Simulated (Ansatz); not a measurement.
We consider rutile GeO₂, described by r²SCAN in Ansatz (plane waves, PAW).

Settings: plane-wave cutoff 500 eV, 10×6×1 k mesh (along the axes of the cell as run), gaussian smearing 0.02 eV, scalar-relativistic PAW data made under PBE.

### Question
Estimate the surface energy of the (110) face and ionisation potential of the slab that the calculation returns.

### Answer

* **surface energy of the (110) face**: 1.15 J/m²
* **ionisation potential of the slab**: 8.27 eV

The slab of 24 atoms is relaxed and unreconstructed.

Computed values are for the static lattice.

Ansatz is an electronic-structure program.
